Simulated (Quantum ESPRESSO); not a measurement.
## Bi under changes of volume

One of the cells (33.614 Å³/atom); the others are scaled copies at fixed shape and fractional positions:

```xyz
2
Lattice="3.2384 0.0000 0.0000 0.0000 3.2216 0.0000 -0.0805 0.0000 6.4439" Properties=species:S:1:pos:R:3 pbc="T T T"
Bi    1.7022    0.0000    4.8302
Bi    1.4558    0.0000    1.6137
```

This isn't the form of Bi at room conditions, which is rhombohedral.

```yaml
Program: Quantum ESPRESSO 7.5
Functional: r2SCAN
Potentials_or_basis: SG15 PBE 1.2
Cutoff: 898 eV
Density_cutoff: 3592 eV
k_mesh: 4 × 4 × 2
Occupations: fermi-dirac, width 0.05 eV
Spin: no spin polarisation
```

```tsv
volume (Å³/atom)	energy over the lowest point (meV/atom)	pressure (GPa)
31.597	39.61	4.8
32.270	22.36	3.5
32.942	10.35	2.3
33.614	?	?
34.286	0.00	0.3
34.959	0.75	-0.6
35.631	4.91	-1.4
```

What does the run at 33.614 Å³/atom give?

Energy over the lowest point 3.06 meV/atom; pressure 1.2 GPa.

Worked out: A Birch-Murnaghan fit of order 3 (a polynomial in V^(-2/3)) to the other rows has its minimum at 34.48 Å³/atom with B0 = V·E''(V) = 45 GPa and B' = 4.4 at fixed shape and positions, which overstates the stiffness. It gives 3.06 meV/atom at 33.614 Å³/atom, against the run's 3.06, and -dE/dV = 1.2 GPa, against 1.2.

Energies are extrapolated to zero smearing.

Caveats: all runs use coarse meshes; the potentials were made for another functional, which shifts forces and pressure.
